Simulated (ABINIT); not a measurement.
Crystal: ZnS (Wurtzite-2H).

```
CELL_PARAMETERS angstrom
3.81100 0.00000 0.00000
-1.90550 3.30042 0.00000
0.00000 0.00000 6.23400
ATOMIC_POSITIONS crystal
Zn 0.66667 0.33333 0.50000
Zn 0.33333 0.66667 0.00000
S 0.66667 0.33333 0.88500
S 0.33333 0.66667 0.38500
```

Base run:

```yaml
Program: ABINIT 10.8.3 (patched build)
Functional: LDA
Potentials_or_basis: PseudoDojo NC SR LDA v0.4.1 standard
Cutoff: 816 eV
k_mesh: 6 × 6 × 4
Occupations: fermi-dirac, width 0.05 eV
Spin: no spin polarisation
```

Its results: band gap on the k mesh 1.98 eV, direct; largest force 0.295 eV/Å.

Task: The run is repeated on the same cell with these changes: functional from LDA to AM05; potentials or basis from PseudoDojo NC SR LDA v0.4.1 standard to PseudoDojo NC SR PBEsol v0.4 stringent; cutoff from 816 eV to 1034 eV. What comes out?

Result: Band gap on the k mesh 2.20 eV, direct; largest force 0.299 eV/Å.

Caveats: the potentials were made for another functional, which shifts forces and pressure (some runs).

A k mesh can miss the band edges.

Not every run made on this cell is shown here.
